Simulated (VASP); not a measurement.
# Ti (P6/mmm) in VASP: notebook, part 2 of 2

VASP 6.6.1. Earlier steps stand in the parts before.

**5. Single point, PBE**

File INCAR:

```
SYSTEM = Ti
PREC     = Accurate       ! precision mode
ENCUT    = 350            ! plane-wave cutoff, eV
EDIFF    = 1E-6           ! SCF threshold, eV
ISMEAR   = 0              ! smearing method
SIGMA    = 0.15           ! smearing width, eV
LREAL    = .False.        ! projectors in reciprocal space
LASPH    = .True.         ! aspherical terms in the spheres
NELM     = 100            ! most SCF steps
ALGO     = Normal         ! electronic algorithm
ISIF     = 2              ! what is computed and relaxed
LWAVE    = .False.        ! write WAVECAR
LCHARG   = .False.        ! write CHGCAR
GGA      = PE             ! functional
NBANDS   = 13             ! bands
ADDGRID  = .False.
```

File KPOINTS:

```
Automatic mesh
0
Gamma
  4 4 5
  0 0 0
```

File POSCAR:

```
Ti
1.0
    4.5673748306      0.0000000000      0.0000000000
   -2.2836874153      3.9554626319      0.0000000000
    0.0000000000      0.0000000000      2.8262442700
Ti
3
Direct
    0.6666666667      0.3333333333      0.5000000000
    0.3333333333      0.6666666667      0.5000000000
    0.0000000000      0.0000000000      0.0000000000
```

Potentials or basis: VASP PAW PBE potentials, release 64 (Ti).

On the command line:

```sh
$ cat potpaw_PBE.64/Ti/POTCAR > POTCAR
$ mpirun -np 1 vasp_std > vasp.out
```

OUTCAR:

```text
SYSTEM = Ti
   PREC = Accurate
   ENCUT = 350
   EDIFF = 1E-6
   ISMEAR = 0
   LREAL = .False.
   LASPH = .True.
   NELM = 100
   ISIF = 2
   GGA = PE

 Found     12 irreducible k-points:

 Following reciprocal coordinates:
            Coordinates               Weight
  0.000000  0.000000  0.000000      1.000000
  0.250000  0.000000  0.000000      6.000000
  0.500000  0.000000  0.000000      3.000000
  0.250000  0.250000  0.000000      6.000000
  0.000000  0.000000  0.200000      2.000000
  0.250000  0.000000  0.200000     12.000000
   k-points           NKPTS =     12   k-points in BZ     NKDIM =     12   number of bands    NBANDS=     13
   number of dos      NEDOS =    301   number of ions     NIONS =      3
   total plane-waves  NPLWV =  14112
   dimension x,y,z NGX =    28 NGY =   28 NGZ =   18
   dimension x,y,z NGXF=    56 NGYF=   56 NGZF=   36
   ions per type =               3
   NGX,Y,Z   is equivalent  to a cutoff of  10.19, 10.19, 10.59 a.u.
   NGXF,Y,Z  is equivalent  to a cutoff of  20.38, 20.38, 21.18 a.u.
 SYSTEM =  Ti
   PREC   = accura    normal or accurate (medium, high low for compatibility)
   ISTART =      0    job   : 0-new  1-cont  2-samecut
   ICHARG =      2    charge: 1-file 2-atom 10-const
   ISPIN  =      1    spin polarized calculation?
   LNONCOLLINEAR =      F non collinear calculations
   LSORBIT =      F    spin-orbit coupling
   LASPH  =      T    aspherical Exc in radial PAW
   ENCUT  =  350.0 eV  25.72 Ry    5.07 a.u.   6.97  6.97  4.31*2*pi/ulx,y,z
   NELM   =    100;   NELMIN=  2; NELMDL= -5     # of ELM steps
   EDIFF  = 0.1E-05   stopping-criterion for ELM
   LREAL  =      F    real-space projection
   EDIFFG = 0.1E-04   stopping-criterion for IOM
   NSW    =      0    number of steps for IOM
   IBRION =     -1    ionic relax: 0-MD 1-quasi-New 2-CG
   NFREE  =      0    steps in history (QN), initial steepest desc. (CG)
   ISIF   =      2    stress and relaxation
   ISYM   =      2    0-nonsym 1-usesym 2-fastsym
   POTIM  = 0.5000    time-step for ionic-motion
   TEBEG  =    0.0;   TEEND  =   0.0 temperature during run
   PSTRESS=    0.0 pullay stress
   NELECT =      12.0000    total number of electrons
   NUPDOWN=      -1.0000    fix difference up-down
   EMIN   =  10.00;   EMAX   =-10.00  energy-range for DOS
   EFERMI =   0.00;   METHOD = LEGACY
   ISMEAR =     0;   SIGMA  =   0.15  broadening in eV -4-tet -1-fermi 0-gaus
   EFERMI_NEDOS =   21; number of points for ismear=-14 and -15
   IALGO  =     38    algorithm
   IMIX   =      4    mixing-type and parameters
     AMIX     =   0.40;   BMIX     =  1.00
     AMIX_MAG =   1.60;   BMIX_MAG =  1.00
  volume/ion in A,a.u.               =      17.02       114.85
  Fermi-wavevector in a.u.,A,eV,Ry     =   1.010285  1.909162 13.887145  1.020676
  Thomas-Fermi vector in A             =   2.143265
   LORBIT       =      0    0 simple, 1 ext, 2 COOP (PROOUT), +10 PAW based schemes
   GGA     = PE    functional components
   LHFCALC =     F    Hartree Fock is set to
   AEXX    =    0.0000 exact exchange contribution
   IVDW    =     0    specifies the selected vdW correction
   LEPSILON=     F    determine dielectric tensor
   LRPA    =     F    only Hartree local field effects (RPA)
 non-spin polarized calculation
 Gauss-broadening in eV      SIGMA  =   0.15
  energy-cutoff  :      350.00
  volume of cell :       51.06
 maximum number of plane-waves:       766
 NGX is ok and might be reduce to    28
   NGX = 13   NGY = 13   NGZ =  9

 number of electron      12.0000001 magnetization

 Free energy of the ion-electron system (eV)
  ---------------------------------------------------
  ext. energy  EPLUGINS =         0.00000000
  ---------------------------------------------------
  free energy    TOTEN  =       -23.36495015 eV

  energy without entropy =      -23.33385406  energy(sigma->0) =      -23.34940210

 E-fermi :   3.0701     XC(G=0): -11.1527

 val. band max:        3.0538951753   @ k =   0.0000   0.0000   0.0000
 cond. band min:       3.0715592500   @ k =   0.2500   0.2500   0.0000
 fundamental gap:      0.0176640746
 Fermi energy:         3.0701074124

 k-point     1 :       0.0000    0.0000    0.0000
  band No.  band energies     occupation
      1      -2.9678      2.00000
      2       1.1297      2.00000
      3       2.3447      2.00000
      4       2.3447      2.00000
      5       2.4467      2.00000
      6       2.4467      2.00000
      7       3.0539      1.12148
      8       3.7369      0.00000
      9       4.3188      0.00000
     10       4.3188      0.00000
     11       4.8452      0.00000
     12       4.9507      0.00000
     13       4.9547      0.00000
[... 65 lines left out ...]
 k-point     6 :       0.2500    0.0000    0.2000
  band No.  band energies     occupation
      1      -1.4665      2.00000
      2       1.4039      2.00000
      3       1.5457      2.00000
      4       2.0138      2.00000
      5       2.0591      2.00000
      6       2.3985      2.00000
      7       3.8140      0.00000
      8       3.9781      0.00000
      9       4.0309      0.00000
     10       4.0976      0.00000
     11       4.6003      0.00000
     12       4.8014      0.00000
     13       5.8398      0.00000

 [... further k-points ...]
[... 5 lines left out ...]
  --------------------------------------------------------------------------------------
  -------------------------------------------------------------------------------------
  Total       -0.4449161     -0.4449161     -0.4591656      0.0000000     -0.0000000     -0.0000000
  in kB      -13.9609534    -13.9609534    -14.4080852      0.0000000     -0.0000000     -0.0000000
  external PRESSURE =     -14.1099973 kB  Pullay stress =       0.0000000 kB

 VOLUME and BASIS-vectors are now :
 -----------------------------------------------------------------------------
  energy-cutoff  :      350.00
  volume of cell :       51.06
      direct lattice vectors                 reciprocal lattice vectors
     4.567374831  0.000000000  0.000000000     0.218944150  0.126407464  0.000000000
    -2.283687415  3.955462632  0.000000000     0.000000000  0.252814928  0.000000000
     0.000000000  0.000000000  2.826244270     0.000000000  0.000000000  0.353826458

 POSITION                                       TOTAL-FORCE (eV/Angst)
 -----------------------------------------------------------------------------------
      2.28369      1.31849      1.41312        -0.000000      0.000000      0.000000
     -0.00000      2.63698      1.41312         0.000000      0.000000     -0.000000
      0.00000      0.00000      0.00000        -0.000000      0.000000      0.000000
 -----------------------------------------------------------------------------------
    total drift:                                0.000000      0.000000     -0.000000

  FREE ENERGIE OF THE ION-ELECTRON SYSTEM (eV)
  ---------------------------------------------------
  free  energy   TOTEN  =       -23.3649501522 eV

  energy  without entropy=      -23.3338540575  energy(sigma->0) =      -23.34940210
```

OSZICAR:

```text
N       E                     dE             d eps       ncg     rms          rms(c)
DAV:   1     0.209009702151E+02    0.20901E+02   -0.34865E+03   312   0.590E+02
DAV:   2    -0.237109533574E+02   -0.44612E+02   -0.41219E+02   317   0.127E+02
DAV:   3    -0.265624706302E+02   -0.28515E+01   -0.26803E+01   462   0.324E+01
DAV:   4    -0.266231255077E+02   -0.60655E-01   -0.60507E-01   348   0.491E+00
DAV:   5    -0.266237716320E+02   -0.64612E-03   -0.64600E-03   451   0.422E-01    0.194E+01
DAV:   6    -0.237622088490E+02    0.28616E+01   -0.61533E+00   322   0.216E+01    0.551E+00
DAV:   7    -0.235419298974E+02    0.22028E+00   -0.24671E+00   372   0.117E+01    0.303E+00
DAV:   8    -0.233856827713E+02    0.15625E+00   -0.75437E-01   475   0.675E+00    0.827E-01
DAV:   9    -0.233691691070E+02    0.16514E-01   -0.68112E-02   467   0.198E+00    0.418E-01
DAV:  10    -0.233654728273E+02    0.36963E-02   -0.16387E-02   490   0.871E-01    0.157E-01
DAV:  11    -0.233649981280E+02    0.47470E-03   -0.10328E-03   505   0.257E-01    0.377E-02
DAV:  12    -0.233649740553E+02    0.24073E-04   -0.40945E-05   370   0.539E-02    0.231E-02
DAV:  13    -0.233649515119E+02    0.22543E-04   -0.25772E-05   495   0.335E-02    0.417E-03
DAV:  14    -0.233649502581E+02    0.12538E-05   -0.15034E-06   268   0.104E-02    0.106E-03
DAV:  15    -0.233649501522E+02    0.10591E-06   -0.99729E-08   201   0.195E-03
   1 F= -.23364950E+02 E0= -.23349402E+02  d E =-.310961E-01
```

stdout:

```text
POSCAR found type information on POSCAR Ti
 POSCAR found :  1 types and       3 ions
 scaLAPACK will be used
 LDA part: xc-table for (Slater+PW92), standard interpolation
 POSCAR, INCAR and KPOINTS ok, starting setup
 FFT: planning ... GRIDC
 FFT: planning ... GRID_SOFT
 FFT: planning ... GRID
 WAVECAR not read
 entering main loop
```

Run time: 6.9 s. Hardware: 1 thread of Intel Xeon Platinum 8488C (Sapphire Rapids), shared host; peak memory 0.13 GiB.

The run converged, but some of its settings lie outside the range that counts as converged, so its numbers aren't taken as properties of the crystal.

What came out:

```yaml
Free_energy: -23.3650 eV
Pressure: -1.4 GPa
Band_gap_on_the_k_mesh: none (metal or under the smearing width)
```

Caveat: the k mesh is coarse (spacing up to 0.44 Å⁻¹), so the values aren't converged.

**6. For comparison**

An earlier run on the cell as given: functional PBEsol; potentials or basis VASP PAW PBE potentials, release 64 (Ti_sv); cutoff 520 eV; k mesh 7 × 7 × 9; occupations fermi-dirac, width 0.05 eV; no spin polarisation.

- Pressure: -3.9 GPa
- Band gap on the k mesh: none (metal or under the smearing width)
